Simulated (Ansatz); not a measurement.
HfO2:

```
Hf O
1.0
     5.21946    0.00000    0.00000
     0.00000    5.00476    0.00000
     0.00000    0.00000    5.03269
Hf O
4 8
Direct
  0.96699 0.73252 0.74144
  0.53301 0.73252 0.24144
  0.46699 0.26748 0.74144
  0.03301 0.26748 0.24144
  0.63213 0.92865 0.87927
  0.86787 0.92865 0.37927
  0.23395 0.53988 0.49229
  0.26605 0.53988 0.99229
  0.76605 0.46012 0.99229
  0.73395 0.46012 0.49229
  0.13213 0.07135 0.87927
  0.36787 0.07135 0.37927
```

Measurements of this composition are mostly on another form, of space group No. 14.

* Program: Ansatz 0.2.0
* Task: relaxation of cell and atoms
* Functional: PBEsol
* Potentials or basis: Ansatz PAW
* Cutoff: 420 eV (not typed: the program's choice for these potentials)
* k mesh: 5 × 6 × 5
* Occupations: fermi-dirac, width 0.05 eV
* Spin: no spin polarisation
* Hubbard terms: Hf d U = 3.5 eV

At the start: volume 10.96 Å³/atom.

Q: How do energy, volume and symmetry change on relaxing?

A: It ends after 9 steps and the volume is 11.26 Å³/atom (+2.8 %); space group Pca2_1 (No. 29, to 0.05 Å).

The path:
| step | energy change (eV) | largest force (eV/Å) | volume (Å³) |
| --- | --- | --- | --- |
| 1 | 0.0000 | 0.1774 | 131.46 |
| 2 | -0.0493 | 0.1187 | 135.61 |
| 3 | -0.0571 | 0.0996 | 135.03 |
| 4 | -0.0594 | 0.0531 | 134.86 |
| 5 | -0.0595 | 0.0225 | 135.04 |
| 6 | -0.0599 | 0.0072 | 135.00 |
| 7 | -0.0824 | 0.0061 | 135.00 |
| 8 | -0.0816 | 0.0005 | 135.16 |
| 9 | -0.0826 | 0.0006 | 135.16 |

Final structure:
```cif
data_structure
_symmetry_space_group_name_H-M 'P 1'
_symmetry_Int_Tables_number 1
_cell_length_a 5.2556
_cell_length_b 5.0605
_cell_length_c 5.0821
_cell_angle_alpha 90.000
_cell_angle_beta 90.000
_cell_angle_gamma 90.000
_cell_volume 135.16
loop_
_atom_site_label
_atom_site_type_symbol
_atom_site_fract_x
_atom_site_fract_y
_atom_site_fract_z
_atom_site_occupancy
Hf1 Hf 0.96748 0.73329 0.73923 1
Hf2 Hf 0.53252 0.73329 0.23923 1
Hf3 Hf 0.46748 0.26671 0.73923 1
Hf4 Hf 0.03252 0.26671 0.23923 1
O1 O 0.63537 0.93032 0.88321 1
O2 O 0.86463 0.93032 0.38321 1
O3 O 0.23473 0.53805 0.49056 1
O4 O 0.26527 0.53805 0.99056 1
O5 O 0.76527 0.46195 0.99056 1
O6 O 0.73473 0.46195 0.49056 1
O7 O 0.13537 0.06968 0.88321 1
O8 O 0.36463 0.06968 0.38321 1
```

Caveat: the plane-wave basis is chosen anew once the cell has moved, so the energies of steps on either side of that aren't comparable; the pressure holds a Pulay correction of +0.9 GPa for the finite cutoff; the PAW data sets come from PBE, with cores solved anew for the run's functional, which leaves a small shift of forces and pressure.
